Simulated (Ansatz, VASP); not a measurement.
**NiTe2 in two plane-wave programs**

Wanted: the spread between two codes on one cell, functional and k mesh. The cell is taken from a series of runs on this material, whose earlier steps may have relaxed, scaled, displaced or heated it; both programs get it as it stands.

Program: Ansatz 0.2.0. Level of theory: plane waves, with VASP 6.6.1 beside it; relaxation of cell and atoms at BLYP with D3(BJ). Results are calculated unless marked as measured.

**1. Starting point**

The structure is cubic, space group Pa-3 (No. 205). The conventional cell has a = 6.384 Å, b = 6.384 Å, c = 6.384 Å, α = 90.00°, β = 90.00°, γ = 90.00°. Ni has 6 Te at 2.63 Å nearest. Te has 3 Ni at 2.63 Å and 1 Te at 2.98 Å nearest. Farther neighbours and most contacts between anions are not listed.

**2. Ansatz: relaxation of cell and atoms, BLYP with D3(BJ)**

Ansatz runs on its default PAW (the set named soft_2) files.

The relaxed volume is the usual yardstick between codes: in a stiff, nearly cubic crystal its relative difference is about their pressure difference at one cell divided by the bulk modulus.

Input file input.yaml:

```yaml
crystal:
  lattice:
    - [6.38433589, 0.0, 0.0]
    - [0.0, 6.38433589, 0.0]
    - [0.0, 0.0, 6.38433589]
  atoms:
    - { symbol: Ni, position: [0.5, 0.5, 0.0] }
    - { symbol: Ni, position: [0.5, 0.0, 0.5] }
    - { symbol: Ni, position: [0.0, 0.5, 0.5] }
    - { symbol: Ni, position: [0.0, 0.0, 0.0] }
    - { symbol: Te, position: [0.13478842, 0.86521158, 0.36521158] }
    - { symbol: Te, position: [0.86521158, 0.36521158, 0.13478842] }
    - { symbol: Te, position: [0.36521158, 0.13478842, 0.86521158] }
    - { symbol: Te, position: [0.63478842, 0.63478842, 0.63478842] }
    - { symbol: Te, position: [0.86521158, 0.13478842, 0.63478842] }
    - { symbol: Te, position: [0.13478842, 0.63478842, 0.86521158] }
    - { symbol: Te, position: [0.63478842, 0.86521158, 0.13478842] }
    - { symbol: Te, position: [0.36521158, 0.36521158, 0.36521158] }
kpoints:
  mp_grid: { grid: [6, 6, 6] }
hamiltonian:
  xc: blyp
  dispersion: d3bj
scf:
  occupations: { method: gaussian, width: 0.01 }
output:
  forces: true
  stress: true
  eigenvalues: true
relax:
  adjacent_minimum: "off"
  f_tol: 0.005
  max_steps: 60
  cell: { stress_tol: 0.03 }
```

On the command line:

```sh
> ansatz run input.yaml --threads 8 --pin off --max-ram 16384MiB --backend cpu --events-out ev --progress --plain --runs-dir out
```

Numbers of over 12 decimals in the logs are rounded to 6 here.

The log of the run:

```text
Engine: ansatz 0.2.0, aarch64-unknown-linux-gnu
Pseudopotentials: kind: paw
Pseudopotential: Ni, paw, valence charge 18, recommended cutoff 420 eV (normal), Ni.paw.azcp
Pseudopotential: Te, paw, valence charge 16, recommended cutoff 420 eV (normal), Te.paw.azcp
Functional definition: BLYP
  parameter beta = 0.0042
  parameter a = 0.04918
  parameter b = 0.132
  parameter c = 0.2533
  parameter d = 0.349
  exchange = b88_x(beta = beta)
  correlation = lyp_c(a = a, b = b, c = c, d = d)
Crystal: 12 atoms, lattice volume = 260.224 Å³
Basis set: ecut = 420 eV, 5041 PW (Γ), exchange–correlation on 90×90×90 points (8 copies of the dense FFT grid, shifted against one another)
Bands: 120, of which v1, the nominal top of the filled ones, is band 100 counted from 1 (99 counted from 0)
Symmetry: 24 space group operations
Space group: Pa-3 (ITA 205), of the structure as read, at distance tolerance 6.4e-5 Å
k-points: 24 of 216
Non-local potential: Ni, projectors of the file, l = 0: 3, l = 1: 2, l = 2: 3, l = 3: 1
Non-local potential: Te, projectors of the file, l = 0: 2, l = 1: 2, l = 2: 2, l = 3: 2
PAW form: soft (Blöchl's): semilocal exchange-correlation on the pseudo side does not see the compensation charge
PAW frozen core: Ni, regenerated for the run's functional, and the local potential with it (the file was generated under x = pbe(κ = 0.804, μ = 0.219515), c = pbe(β = 0.066725))
PAW frozen core: Te, regenerated for the run's functional, and the local potential with it (the file was generated under x = pbe(κ = 0.804, μ = 0.219515), c = pbe(β = 0.066725))
PAW one-centre angular grid: Ni, 590 points (default); XC on 64 Gauss nodes
PAW one-centre angular grid: Te, 590 points (default); XC on 64 Gauss nodes
Initial density: superposition of atomic densities (neutral atoms: chi_scale 0, normalization atom), corrected by the library's trained network
Initial wavefunctions: pseudopotential atomic-orbital guess
Functional: x = b88, c = lyp
SCF iter   1: F=—  HF=-79385.098463 eV  |F-HF|=—  |Δ(HF+E_count)|=         —  Δρ=1.63e-2  dr2=5.60e-1  ethr=1.77e-3  ⟨swp⟩=6.1  Hψ=10546  notcnv=0  defer=118
preconditioner: auto → Resta (q_TF=auto, 2.611 Å⁻¹)  ε∞=7.8  [insulator: Δε(μ)=0.035 eV  Ē_g=8.260 eV  σ=0.010 eV  W_gap=0.99  n_scr=80 (ndim 8)  ℏωp=21.6 eV  f_vac=0.000  D(μ)=1.00/eV (n_scr^D=0)  ε∞_Penn≈7.8]
SCF iter   2: F=—  HF=-79385.036830 eV  |F-HF|=—  |Δ(HF+E_count)|=   6.16e-2  Δρ=5.65e-3  dr2=8.97e-2  ethr=2.80e-4  ⟨swp⟩=2.0  Hψ=3540  notcnv=0  defer=288
SCF iter   3: F=—  HF=-79385.019765 eV  |F-HF|=—  |Δ(HF+E_count)|=   1.71e-2  Δρ=1.90e-3  dr2=1.22e-2  ethr=4.48e-5  ⟨swp⟩=2.0  Hψ=3073  notcnv=0  defer=288
SCF iter   4: F=—  HF=-79385.018568 eV  |F-HF|=—  |Δ(HF+E_count)|=   1.20e-3  Δρ=9.46e-4  dr2=1.74e-3  ethr=6.09e-6  ⟨swp⟩=2.0  Hψ=3840  notcnv=0  defer=288
SCF iter   5: F=—  HF=-79385.018655 eV  |F-HF|=—  |Δ(HF+E_count)|=   8.72e-5  Δρ=1.31e-4  dr2=3.96e-5  ethr=8.68e-7  ⟨swp⟩=2.4  Hψ=3726  notcnv=0  defer=288
SCF iter   6: F=—  HF=-79385.018534 eV  |F-HF|=—  |Δ(HF+E_count)|=   1.21e-4  Δρ=3.73e-5  dr2=3.03e-6  ethr=1.98e-8  ⟨swp⟩=2.0  Hψ=4988  notcnv=0  defer=288
SCF iter   7: F=—  HF=-79385.018536 eV  |F-HF|=—  |Δ(HF+E_count)|=   2.43e-6  Δρ=1.05e-5  dr2=1.80e-7  ethr=1.51e-9  ⟨swp⟩=2.0  Hψ=3870  notcnv=0  defer=288
SCF iter   8: F=-79385.018536 eV  HF=-79385.018536 eV  |F-HF|=3.25e-9  |Δ(HF+E_count)|=   1.88e-7  Δρ=2.61e-6  dr2=1.25e-8  ethr=5.00e-11  ⟨swp⟩=10.9  Hψ=13672  notcnv=0
SCF 1 converged in 8 iterations: F = -79385.018536 eV  dr2 = 1.25e-8
  greatest PAW one-centre occupation: 1.001 electrons in one spin orbital (limit 2), on the Ni atom at site 3 (counted from 0), in its partial waves of l = 1
relax step   1: F+E_penalty+E_count = -79385.01853621 eV  Δ(F+E_penalty+E_count) = +0.000e0 eV  max|allowed force component| = 8.493e-3 eV/Å  Δτ_max = 0.0000 Å  P = -0.616 GPa  Ω = 260.224 Å³  (8 SCF iters, dr2 threshold 1.00e-7 eV, accepted)
Crystal: 12 atoms, lattice volume = 256.740 Å³
Basis set: ecut = 420 eV, 4945 PW (Γ), exchange–correlation on 90×90×90 points (8 copies of the dense FFT grid, shifted against one another)
Initial density: handed on by an earlier stage of this run
Initial wavefunctions: those handed on with the density
iter 1 solved again at ethr=1.53e-5 eV; its pass at ethr=3.10e-3 eV (dr2=3.06e-2 eV) is discarded
SCF iter   1: F=—  HF=-79385.024520 eV  |F-HF|=—  |Δ(HF+E_count)|=         —  Δρ=3.24e-3  dr2=3.18e-2  ethr=1.53e-5  ⟨swp⟩=3.2  Hψ=11974  notcnv=0
preconditioner: auto → Resta (q_TF=auto, 2.617 Å⁻¹)  ε∞=7.9  [insulator: Δε(μ)=0.052 eV  Ē_g=8.295 eV  σ=0.010 eV  W_gap=1.00  n_scr=80 (ndim 8)  ℏωp=21.7 eV  f_vac=0.000  D(μ)=0.02/eV (n_scr^D=0)  ε∞_Penn≈7.9]
SCF iter   2: F=—  HF=-79385.022033 eV  |F-HF|=—  |Δ(HF+E_count)|=   2.49e-3  Δρ=1.24e-3  dr2=6.85e-3  ethr=1.53e-5  ⟨swp⟩=2.0  Hψ=3358  notcnv=0
[...]
basis re-selected at this cell: Δ(F+E_penalty+E_count) = +5.156e-4 eV, ΔP = +0.000 GPa vs the last step (what re-selecting the basis moved, of the pressure what is left beyond the Pulay correction that the steps carried, after the strain that the cell walked since its last selection, with what the two solves' SCF thresholds leave and, on support functions, any second-order correction that the steps lacked; it is no m [...]
SCF converged after 9 iterations
Free energy (F): -79385.022644 eV
Harris-Foulkes:  -79385.022644 eV  (|F-HF|=4.37e-11)
Internal energy: -79385.022643 eV  (E = F + TS)
E sigma→0 (E₀):  -79385.022644 eV
Entropy (-TS):   -0.000000 eV (-0.000 meV/atom)
Fermi energy:    13.943392 eV
--- Per-component energies (eV) ---
  E_band       = -2963.338357
  E_kinetic    = 2603.843997
  E_local      = -25684.352233  (includes V_loc(G=0)·N_el)
  E_nonlocal   = 45.585527
  E_hartree    = 13235.008665
  E_xc         = -1317.355634
  E_vxc        = -1247.202780  (∫ρ·V_xc dr)
  E_paw        = -44032.316805  (= ΣΔE_a)
  E_vpaw       = -5151.230453  (= ΣTr[D̂ρ^β])
  E_aug_tail   = 0.000259  (compensation charges beyond the density's cutoff)
  E_ewald      = -24220.811471
  E_disp       = -14.419525  (pairwise vdW)
  E_core_change = -0.205424  (= ΣΔE_core)
  E_smearing   = -0.000000  (= −TS)
  E_closure    = -0.000000  (closes the sum)
  Σ components = -79385.022644   (vs F -79385.022644, Δ=0.00e0)
--- Forces (eV/Å), atoms counted from 1 ---
  atom   1  Ni    -0.00000000    -0.00000000    -0.00000000
  atom   2  Ni     0.00000000    -0.00000000    -0.00000000
  atom   3  Ni     0.00000000    -0.00000000     0.00000000
  atom   4  Ni     0.00000000    -0.00000000     0.00000000
  atom   5  Te    -0.00033122     0.00033122     0.00033122
  atom   6  Te     0.00033122     0.00033122    -0.00033122
  atom   7  Te     0.00033122    -0.00033122     0.00033122
  atom   8  Te    -0.00033122    -0.00033122    -0.00033122
  atom   9  Te     0.00033122    -0.00033122    -0.00033122
  atom  10  Te    -0.00033122    -0.00033122     0.00033122
  atom  11  Te    -0.00033122     0.00033122    -0.00033122
  atom  12  Te     0.00033122     0.00033122     0.00033122
  max |Σ_I F_I| component: 1.41e-18 eV/Å
--- Stress (GPa, compression-positive) ---
        0.000637       0.000000      -0.000000
        0.000000       0.000637      -0.000000
       -0.000000      -0.000000       0.000637
  P = ⅓ Tr σ = 0.0006 GPa (0.006 kbar)
--- Band table (eV; the first three rows and the last of 24) ---
  k-point 0: bands = [... 96 lower, 12.8349, 12.8349, 12.8349, 12.9256, 14.7736, 14.7736, 14.7736, 15.7820, ... 16 higher]
  k-point 1: bands = [... 96 lower, 12.8043, 12.8793, 12.9271, 13.1662, 14.8912, 14.9126, 14.9631, 14.9733, ... 16 higher]
  k-point 2: bands = [... 96 lower, 12.9775, 13.0878, 13.1217, 13.6143, 14.5291, 14.8779, 14.9581, 15.1001, ... 16 higher]
  k-point 23: bands = [... 96 lower, 12.8607, 12.8607, 12.8607, 12.8607, 14.6209, 14.6209, 14.6209, 14.6209, ... 16 higher]
--- Relaxed structure (4 steps of the walk, 4 accepted, 1 SCFs on fresh bases) ---
  F+E_penalty+E_count = -79385.02264388 eV   max|allowed force component| = 3.312e-4 eV/Å   (the final SCF, on the basis selected at the relaxed cell)
  cell:  # Å, volume = 258.2377 Å³
    - [6.368051, 0, 0]
    - [0, 6.368051, 0.0]
    - [0.0, 0.0, 6.368051]
  atoms:
    - { symbol: Ni, position: [0.500000, 0.500000, 0] }
    - { symbol: Ni, position: [0.500000, 0, 0.500000] }
    - { symbol: Ni, position: [0, 0.500000, 0.500000] }
    - { symbol: Ni, position: [0, 0, 0] }
    - { symbol: Te, position: [0.135163, 0.864837, 0.364837] }
    - { symbol: Te, position: [0.864837, 0.364837, 0.135163] }
    - { symbol: Te, position: [0.364837, 0.135163, 0.864837] }
    - { symbol: Te, position: [0.635163, 0.635163, 0.635163] }
    - { symbol: Te, position: [0.864837, 0.135163, 0.635163] }
    - { symbol: Te, position: [0.135163, 0.635163, 0.864837] }
    - { symbol: Te, position: [0.635163, 0.864837, 0.135163] }
    - { symbol: Te, position: [0.364837, 0.364837, 0.364837] }
```

The column dr2 measures how far the density is from self-consistency, as an energy; F and HF (Harris–Foulkes) agree once it is small.

(Continued in part 2 of 2.)

[Lines on the potential files, build, host, timing and source positions are cut from VASP's logs without a mark.]

[Logs are printed without paths, hosts, clocks, repeated set-up lines and the standing remarks that a program may print on its own settings, such as how far it seeks lower states.]

[Hosts, paths, dates, database ids (printed as entryN), source tags and the programs' standing remarks are cut or masked in the printed files.]
